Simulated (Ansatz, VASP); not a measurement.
# CdS in VASP and in Ansatz

```xyz
2
Lattice="0.0000 2.6158 2.6158 2.6158 0.0000 2.6158 2.6158 2.6158 0.0000" Properties=species:S:1:pos:R:3 pbc="T T T"
Cd    0.0000    0.0000    0.0000
S     2.6158    2.6158    2.6158
```

Alike in both runs: functional PBE; k mesh 14 × 14 × 14; occupations fermi-dirac, width 0.1 eV; no spin polarisation.

Ansatz relaxed the structure, and its values are those at the end. VASP's run is a single point on that final structure, the one shown.

|  | VASP | Ansatz |
| --- | --- | --- |
| version | VASP 6.6.1 | Ansatz 0.2.0 |
| potentials or method | VASP PAW PBE potentials, release 64 (Cd, S) | PAW with Ansatz's default frozen-core files, scalar-relativistic |
| plane-wave cutoff (eV) | 520 | 420 |
| valence electrons in the cell | 18 | 26 |

Ansatz gave:

| Item | Value |
| --- | --- |
| pressure (GPa) | 15.0 |

What did VASP give for the same quantities?

Pressure (GPa): 15.8.

The two sets of potentials don't hold the same shells in valence.

Caveats: so large a pressure means that the cell lies far from this level's equilibrium, or that cutoff or potentials fall short (VASP).
